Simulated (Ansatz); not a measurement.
# Response of Cs to small distortions

```
CELL_PARAMETERS angstrom
-3.02250 3.02250 3.02250
3.02250 -3.02250 3.02250
3.02250 3.02250 -3.02250
ATOMIC_POSITIONS crystal
Cs 0.00000 0.00000 0.00000
```

The cell is a measured one (Crystallography Open Database entry 9011010); the temperature and pressure of the measurement aren't taken into account, and nothing was relaxed.

No spin–orbit coupling, which matters for the heavy atoms here.

The calculation used DFT, PBE, all-electron LAPW, scalar-relativistic (Ansatz 0.2.0).

Numerical set-up: a Γ-centred 9×9×9 k mesh, Fermi–Dirac smearing of 0.05 eV, basis error target 1 meV/atom, no spin polarisation.

The unchanged cell is at 0.12 GPa, so energy changes include a term −P ΔV where the volume moves.

In a metal, stresses and small energies carry noise from the k mesh.

x, y and z are the Cartesian axes of the cell as listed; fractional coordinates follow a strain, and an engineering shear is twice the off-diagonal strain component.

With equal xy, yz and zx engineering shear strains of +3 %: energy change +2 meV/atom; stress change (xx, yy, zz, yz, xz, xy) 0.00, 0.00, 0.00, -0.05, -0.05, -0.05 GPa, compression positive.

With this change (x and y strained by -1 %, z held), what becomes of the energy and stress?

Energy change +2 meV/atom; stress change (xx, yy, zz, yz, xz, xy) 0.05, 0.05, 0.05, 0.00, 0.00, 0.00 GPa, compression positive.
